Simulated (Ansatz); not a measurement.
# CO2: field gradients as cell or settings change

Aim: follow the field gradients at the nuclei of CO2 through further changes. The cell is a structure deposited in the COD. Its positions were relaxed in an earlier run. Planned: a check of ecutrho_ratio; a check of ecutwfc; equal xy, yz and zx shear strains of +1 %; a check of ecutrho_ratio with symmetry.

Method: DFT, PBE, plane-wave PAW, default files, scalar-relativistic, as far as a step names no other, in Ansatz 0.2.0.

1 further run of the same task is left out (it didn't finish).

### Step 1. Starting point

It takes space group Pa-3 (No. 205, cubic). Conventional cell: a = 5.620 Å, b = 5.620 Å, c = 5.620 Å, α = 90.00°, β = 90.00°, γ = 90.00°. C (site symmetry -3) is surrounded by 2 O at 1.17 Å. Around O (site symmetry 3) lie 1 C at 1.17 Å.

Structure file:

```xyz
12
Lattice="5.6200 0.0000 0.0000 0.0000 5.6200 0.0000 0.0000 0.0000 5.6200" Properties=species:S:1:pos:R:3 pbc="T T T"
C     0.0000    0.0000    0.0000
C     2.8100    0.0000    2.8100
C     2.8100    2.8100    0.0000
C     0.0000    2.8100    2.8100
O     0.6745    0.6745    0.6745
O     2.1355    4.9455    3.4845
O     3.4845    2.1355    4.9455
O     4.9455    3.4845    2.1355
O     4.9455    4.9455    4.9455
O     3.4845    0.6745    2.1355
O     2.1355    3.4845    0.6745
O     0.6745    2.1355    3.4845
```

The earlier run gave: gap on the mesh 6.79 eV, largest force 0.019 eV/Å, pressure 1.4 GPa.

The printed gradients, by site:

| site | atoms | first shell | V_zz (10²¹ V/m²) | η | C_Q (MHz) |
| --- | --- | --- | --- | --- | --- |
| C | 1, 2, 3, 4 | 2 O at 1.17 Å, angle 180° | -2.93 | 0.00 | – |
| O | 5, 6, 7, 8, … | 1 C at 1.17 Å | 7.17 | 0.00 | -4.44 (¹⁷O) |

C_Q = eQV_zz/h, which is 24.18 MHz for Q = 1 b and V_zz = 10²¹ V/m²; η = (V_xx − V_yy)/V_zz. Q values from Pyykkö, Mol. Phys. 116, 1328 (2018). A dash under C_Q marks elements without a common quadrupolar isotope.

### Step 2. Settings changed: basis.ecutrho_ratio = 9

input.yaml

```yaml
crystal:
  lattice:
    - [5.62, 0.0, 0.0]
    - [0.0, 5.62, 0.0]
    - [0.0, 0.0, 5.62]
  atoms:
    - { symbol: C, position: [0.0, 0.0, 0.0] }
    - { symbol: C, position: [0.5, 0.0, 0.5] }
    - { symbol: C, position: [0.5, 0.5, 0.0] }
    - { symbol: C, position: [0.0, 0.5, 0.5] }
    - { symbol: O, position: [0.1200165072, 0.1200165072, 0.1200165072] }
    - { symbol: O, position: [0.3799834928, 0.8799834928, 0.6200165072] }
    - { symbol: O, position: [0.6200165072, 0.3799834928, 0.8799834928] }
    - { symbol: O, position: [0.8799834928, 0.6200165072, 0.3799834928] }
    - { symbol: O, position: [0.8799834928, 0.8799834928, 0.8799834928] }
    - { symbol: O, position: [0.6200165072, 0.1200165072, 0.3799834928] }
    - { symbol: O, position: [0.3799834928, 0.6200165072, 0.1200165072] }
    - { symbol: O, position: [0.1200165072, 0.3799834928, 0.6200165072] }
kpoints:
  mp_grid: { grid: [4, 4, 4] }
scf:
  occupations: { method: fermi_dirac, width: 0.02 }
hamiltonian:
  xc: pbe
  pseudopotentials: { kind: paw }
output:
  forces: true
  stress: true
  populations: true
  efg: { quadrupole_moments_barn: { O: -0.02558 }, contact_densities: true }
basis:
  ecutrho_ratio: 9
```

Command:

```
ansatz run input.yaml --threads 1 --pin off --max-ram 2560MiB --backend cpu --events-out ev --progress --plain --runs-dir out
```

The program printed:

```text
Warning: RAYON_NUM_THREADS=1 ignored (pool sized by the plan → 1); use --threads N
Engine: ansatz 0.2.0, x86_64-unknown-linux-gnu
Pseudopotentials: kind: paw
Pseudopotential: C, paw, valence charge 4, recommended cutoff 420 eV (normal), C.paw.azcp
Pseudopotential: O, paw, valence charge 6, recommended cutoff 420 eV (normal), O.paw.azcp
Functional definition: PBE
  parameter kappa = 0.804
  parameter beta = 0.06672455060314922
  exchange = pbe_x(kappa = kappa, mu = beta*pi^2/3)
  correlation = pbe_c(beta = beta)
Crystal: 12 atoms, lattice volume = 177.504 Å³
Basis set: ecut = 420 eV, 3431 PW (Γ), exchange–correlation on 120×120×120 points (8 copies of the dense FFT grid, shifted against one another)
Bands: 44, of which v1, the nominal top of the filled ones, is band 32 counted from 1 (31 counted from 0)
Symmetry: 24 space group operations
Space group: Pa-3 (ITA 205), of the structure as read, at distance tolerance 5.6e-5 Å
k-points: 11 of 64
Non-local potential: C, projectors of the file, l = 0: 2, l = 1: 2, l = 2: 1
Non-local potential: O, projectors of the file, l = 0: 2, l = 1: 2, l = 2: 1
PAW form: soft (Blöchl's): semilocal exchange-correlation on the pseudo side does not see the compensation charge
PAW one-centre angular grid: C, 110 points (default); XC on 64 Gauss nodes
PAW one-centre angular grid: O, 110 points (default); XC on 64 Gauss nodes
Initial density: superposition of atomic densities (neutral atoms: chi_scale 0, normalization atom), corrected by the library's trained network
Initial wavefunctions: pseudopotential atomic-orbital guess
Functional: x = pbe(κ = 0.804, μ = 0.2195149727645171), c = pbe(β = 0.06672455060314922)
SCF iter   1: F=—  HF=-5539.589583 eV  |F-HF|=—  |Δ(HF+E_count)|=         —  Δρ=5.64e-3  dr2=3.31e-2  ethr=1.77e-3  ⟨swp⟩=6.8  Hψ=2100  notcnv=0  defer=4
preconditioner: auto → Resta (q_TF=auto, 2.302 Å⁻¹)  ε∞=3.0  [insulator: Δε(μ)=6.752 eV  Ē_g=15.950 eV  σ=0.020 eV  W_gap=1.00  n_scr=32 (ndim 8)  ℏωp=22.3 eV  f_vac=0.172  D(μ)=0.00/eV (n_scr^D=0)  ε∞_Penn≈3.0]
SCF iter   2: F=—  HF=-5539.589279 eV  |F-HF|=—  |Δ(HF+E_count)|=   3.04e-4  Δρ=2.22e-3  dr2=3.10e-3  ethr=5.17e-5  ⟨swp⟩=2.1  Hψ=958  notcnv=0  defer=60
SCF iter   3: F=—  HF=-5539.590286 eV  |F-HF|=—  |Δ(HF+E_count)|=   1.01e-3  Δρ=1.11e-3  dr2=7.60e-4  ethr=4.84e-6  ⟨swp⟩=2.7  Hψ=833  notcnv=0  defer=60
SCF iter   4: F=—  HF=-5539.591205 eV  |F-HF|=—  |Δ(HF+E_count)|=   9.19e-4  Δρ=2.50e-4  dr2=6.63e-5  ethr=1.19e-6  ⟨swp⟩=2.4  Hψ=626  notcnv=0  defer=60
SCF iter   5: F=—  HF=-5539.591311 eV  |F-HF|=—  |Δ(HF+E_count)|=   1.06e-4  Δρ=3.47e-5  dr2=2.85e-6  ethr=1.04e-7  ⟨swp⟩=2.8  Hψ=790  notcnv=0  defer=60
SCF iter   6: F=—  HF=-5539.591314 eV  |F-HF|=—  |Δ(HF+E_count)|=   3.56e-6  Δρ=8.36e-6  dr2=1.11e-7  ethr=4.46e-9  ⟨swp⟩=2.1  Hψ=621  notcnv=0  defer=60
SCF iter   7: F=-5539.591315 eV  HF=-5539.591315 eV  |F-HF|=5.19e-9  |Δ(HF+E_count)|=   2.76e-7  Δρ=1.33e-6  dr2=2.28e-9  ethr=1.56e-10  ⟨swp⟩=9.3  Hψ=2034  notcnv=0
SCF 1 converged in 7 iterations: F = -5539.591315 eV  dr2 = 2.28e-9
SCF converged after 7 iterations
Free energy (F): -5539.591315 eV
Harris-Foulkes:  -5539.591315 eV  (|F-HF|=5.19e-9)
Internal energy: -5539.591315 eV  (E = F + TS)
E sigma→0 (E₀):  -5539.591315 eV
Fermi energy:    1.268245 eV
--- Per-component energies (eV) ---
  E_band       = -595.855053
  E_kinetic    = 1741.463511
  E_local      = -4802.183919  (includes V_loc(G=0)·N_el)
  E_nonlocal   = 500.026034
  E_hartree    = 1624.097187
  E_xc         = -766.007974
  E_vxc        = -968.099024  (∫ρ·V_xc dr)
  E_paw        = -1663.578471  (= ΣΔE_a)
  E_vpaw       = -315.256158  (= ΣTr[D̂ρ^β])
  E_aug_tail   = 0.000353  (compensation charges beyond the density's cutoff)
  E_ewald      = -2173.408036
  E_smearing   = -0.000000  (= −TS)
  E_closure    = -0.000000  (closes the sum)
  Σ components = -5539.591315   (vs F -5539.591315, Δ=0.00e0)
--- Forces (eV/Å), atoms counted from 1 ---
  atom   1  C      0.00000000    -0.00000000    -0.00000000
  atom   2  C      0.00000000    -0.00000000    -0.00000000
  atom   3  C      0.00000000     0.00000000    -0.00000000
  atom   4  C      0.00000000    -0.00000000     0.00000000
  atom   5  O      0.01094681     0.01094681     0.01094681
  atom   6  O     -0.01094681    -0.01094681     0.01094681
  atom   7  O      0.01094681    -0.01094681    -0.01094681
  atom   8  O     -0.01094681     0.01094681    -0.01094681
  atom   9  O     -0.01094681    -0.01094681    -0.01094681
  atom  10  O      0.01094681     0.01094681    -0.01094681
  atom  11  O     -0.01094681     0.01094681     0.01094681
  atom  12  O      0.01094681    -0.01094681     0.01094681
  max |Σ_I F_I| component: 6.94e-18 eV/Å
--- Stress (GPa, compression-positive) ---
        1.387808       0.000000       0.000000
        0.000000       1.387808       0.000000
        0.000000       0.000000       1.387808
  P = ⅓ Tr σ = 1.3878 GPa (13.878 kbar)
--- PAW observables at the nuclei: V_zz in 10²¹ V/m², potentials from the cell's mean, atoms counted from 1 ---
  atom   1  C  V_zz =    -2.939336   η = 0.0000   by run symmetry: allowed
            electrostatic potential = -404.528186 V   contact ρ = 869.148122 e/Å³
  atom   2  C  V_zz =    -2.939336   η = 0.0000   by run symmetry: allowed
            electrostatic potential = -404.528186 V   contact ρ = 869.148122 e/Å³
  atom   3  C  V_zz =    -2.939336   η = 0.0000   by run symmetry: allowed
            electrostatic potential = -404.528186 V   contact ρ = 869.148122 e/Å³
  atom   4  C  V_zz =    -2.939336   η = 0.0000   by run symmetry: allowed
            electrostatic potential = -404.528186 V   contact ρ = 869.148122 e/Å³
  atom   5  O  V_zz =    +7.174733   η = 0.0000   by run symmetry: allowed   C_q = -4.4377 MHz
            electrostatic potential = -613.738264 V   contact ρ = 2159.340203 e/Å³
  atom   6  O  V_zz =    +7.174733   η = 0.0000   by run symmetry: allowed   C_q = -4.4377 MHz
            electrostatic potential = -613.738264 V   contact ρ = 2159.340203 e/Å³
  atom   7  O  V_zz =    +7.174733   η = 0.0000   by run symmetry: allowed   C_q = -4.4377 MHz
            electrostatic potential = -613.738264 V   contact ρ = 2159.340203 e/Å³
  atom   8  O  V_zz =    +7.174733   η = 0.0000   by run symmetry: allowed   C_q = -4.4377 MHz
            electrostatic potential = -613.738264 V   contact ρ = 2159.340203 e/Å³
  atom   9  O  V_zz =    +7.174733   η = 0.0000   by run symmetry: allowed   C_q = -4.4377 MHz
            electrostatic potential = -613.738264 V   contact ρ = 2159.340203 e/Å³
  atom  10  O  V_zz =    +7.174733   η = 0.0000   by run symmetry: allowed   C_q = -4.4377 MHz
            electrostatic potential = -613.738264 V   contact ρ = 2159.340203 e/Å³
  atom  11  O  V_zz =    +7.174733   η = 0.0000   by run symmetry: allowed   C_q = -4.4377 MHz
            electrostatic potential = -613.738264 V   contact ρ = 2159.340203 e/Å³
  atom  12  O  V_zz =    +7.174733   η = 0.0000   by run symmetry: allowed   C_q = -4.4377 MHz
            electrostatic potential = -613.738264 V   contact ρ = 2159.340203 e/Å³
--- Band table (eV; the first three rows and the last of 11) ---
  k-point 0: bands = ["-22.6353", "-22.4263", "-22.4263", "-22.4263", "-21.5156", "-21.5156", "-21.5156", "-21.4616", "-7.3998", "-7.3998", "-7.3998", "-7.2176", "-6.8054", "-6.8054", "-6.8054", "-6.0738", "-6.0738", "-6.0114", "-5.9226", "-5.9226", "-5.9226", "-5.4761", "-5.4761", "-5.4761", "-2.8776", "-2.8776", "-2.8776", "-2.3353", "-2.3353", "-2.3353", "-2.1434", "-2.1434", "4.6482", "5.8804", "5.8804", "5.8804", "6.1388", "6.1388", "6.7127", "6.7127", "6.7127", "8.7291", "8.7291", "8.7291"]
  k-point 1: bands = ["-22.6066", "-22.4590", "-22.4261", "-22.4261", "-21.5141", "-21.5138", "-21.5078", "-21.4697", "-7.4519", "-7.4469", "-7.4355", "-7.3307", "-6.6617", "-6.6511", "-6.6132", "-6.1395", "-6.0659", "-6.0042", "-5.9683", "-5.9601", "-5.8675", "-5.6288", "-5.5583", "-5.5360", "-2.7782", "-2.7734", "-2.7645", "-2.3708", "-2.3685", "-2.2952", "-2.2423", "-2.1615", "5.0484", "5.8241", "5.9639", "5.9945", "5.9959", "6.1779", "6.5737", "6.6186", "6.6370", "7.7318", "9.0018", "9.0120"]
  k-point 2: bands = ["-22.5347", "-22.5347", "-22.4259", "-22.4259", "-21.5123", "-21.5123", "-21.4888", "-21.4888", "-7.4759", "-7.4759", "-7.4508", "-7.4508", "-6.4367", "-6.4367", "-6.3801", "-6.3801", "-6.0425", "-6.0425", "-6.0066", "-6.0066", "-5.7530", "-5.7530", "-5.6744", "-5.6744", "-2.6408", "-2.6408", "-2.4964", "-2.4964", "-2.4366", "-2.4366", "-2.2168", "-2.2168", "5.8201", "5.8201", "6.0238", "6.0238", "6.2683", "6.2683", "6.3281", "6.3281", "6.5132", "6.5132", "9.3606", "9.3606"]
  k-point 10: bands = ["-22.4780", "-22.4780", "-22.4780", "-22.4780", "-21.5036", "-21.5036", "-21.5036", "-21.5036", "-7.3511", "-7.3511", "-7.3511", "-7.3511", "-6.8471", "-6.8471", "-6.8471", "-6.8471", "-5.7086", "-5.7086", "-5.7086", "-5.7086", "-5.6631", "-5.6631", "-5.6631", "-5.6631", "-2.4652", "-2.4652", "-2.4652", "-2.4652", "-2.4536", "-2.4536", "-2.4536", "-2.4536", "5.8168", "5.8168", "5.8168", "5.8168", "6.7092", "6.7092", "6.7092", "6.7092", "7.5448", "7.5448", "7.5448", "7.5448"]
--- Löwdin populations: 12 sites ---
  site symbol       q [e]
     0      C      3.2224
     1      C      3.2224
     2      C      3.2224
     3      C      3.2224
     4      O      6.2745
     5      O      6.2745
     6      O      6.2745
     7      O      6.2745
     8      O      6.2745
     9      O      6.2745
    10      O      6.2745
    11      O      6.2745
  spilling = 0.014291 (of n_electrons = 64.000000)
```

Wall time 3.9 s (1 thread of an x86-64 CPU, shared host); peak memory 0.58 GiB.

The run ends with gap on the mesh 6.79 eV, largest force 0.019 eV/Å, pressure 1.4 GPa.

Against step 1 (V_zz in 10²¹ V/m²):

```
site       atoms  V_zz, PBE relaxed  V_zz, ecutrho_ratio 9  η, PBE relaxed  η, ecutrho_ratio 9
   C  1, 2, 3, …              -2.93                  -2.94            0.00                0.00
   O  5, 6, 7, …               7.17                   7.17            0.00                0.00
```

The sizes of the gradients above 0.15 moved by 0.5 % at C (-2.925 to -2.939). The free energy stayed within 0.1 meV/atom.

[end of part 1 of 3]
